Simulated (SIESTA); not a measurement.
CdS (Hawleyite): equation of state with PBEsol

The system is CdS (Hawleyite).

```
Cd S
1.0
     0.00000    2.91650    2.91650
     2.91650    0.00000    2.91650
     2.91650    2.91650    0.00000
Cd S
1 1
Direct
  0.00000 0.00000 0.00000
  0.75000 0.75000 0.75000
```

| Quantity | Value |
| --- | --- |
| Program | SIESTA 5.4.2 |
| Task | equation of state |
| Functional | PBEsol |
| Potentials or basis | PseudoDojo 0.4 standard (PBEsol files) |
| Basis | DZP (energy shift 0.003 Ry; two zetas on semicore shells) |
| Grid cutoff | 800 Ry |
| Energy shift | 0.003 Ry |
| k mesh | 8 × 8 × 8 |
| Occupations | fermi-dirac, width 0.05 eV |
| Spin | no spin polarisation |

* Equilibrium volume: 24.82 Å³/atom
* Bulk modulus: 64 GPa
* Pressure derivative of the bulk modulus: 4.6

Energy against volume, from the lowest point:
```
volume (Å³/atom)  energy (meV/atom)
          23.319              20.52
          23.815               8.87
          24.312               2.17
          24.808               0.00
          25.304               1.79
          25.800               7.10
          26.296              15.68
```

All runs of the series together: 8 min on 1 thread of Intel(R) Xeon(R) Processor @ 2.50GHz (Skylake/Cascade Lake), with other jobs on the host.

Caveat: the basis of atomic orbitals isn't converged, which shifts pressures, moduli and gaps.
